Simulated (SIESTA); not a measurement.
## Sb under changes of volume

One of the cells (29.904 Å³/atom); the others are scaled copies at fixed shape and fractional positions:

```
Sb
1.0
     3.12240    0.00000    0.00000
     0.00000    4.34752    0.00000
    -0.03891    0.00000    4.40585
Sb
2
Direct
  0.01139 0.25000 0.24117
  0.98861 0.75000 0.75883
```

This isn't the form of Sb at room conditions, which is rhombohedral.

```yaml
Program: SIESTA 5.4.2
Functional: LDA
Potentials_or_basis: PseudoDojo 0.4 standard (LDA files)
Basis: DZP (energy shift 0.003 Ry; two zetas on semicore shells)
Grid_cutoff: 500 Ry
Energy_shift: 0.003 Ry
k_mesh: 9 × 6 × 6
Occupations: fermi-dirac, width 0.05 eV
Spin: no spin polarisation
```

```csv
volume (Å³/atom),energy over the lowest point (meV/atom),pressure (GPa),largest force (eV/Å)
28.110,2.38,1.4,0.173
28.708,0.00,0.0,0.138
29.306,2.51,-1.2,0.107
29.904,9.34,-2.4,0.079
30.502,?,?,?
31.100,34.24,-4.2,0.040
31.698,51.54,-5.0,0.037
```

**Question.** What does the run at 30.502 Å³/atom give?

**Answer.** Energy over the lowest point 20.09 meV/atom; pressure -3.3 GPa; largest force 0.056 eV/Å.

Worked out: A Birch-Murnaghan fit of order 3 (a polynomial in V^(-2/3)) to the other rows has its minimum at 28.69 Å³/atom with B0 = V·E''(V) = 63 GPa and B' = 4.4 at fixed shape and positions, which overstates the stiffness. It gives 20.06 meV/atom at 30.502 Å³/atom, against the run's 20.09, and -dE/dV = -3.4 GPa, against -3.3.

Energies are extrapolated to zero smearing.

Caveats: the basis of atomic orbitals isn't converged, which shifts pressures, moduli and gaps.
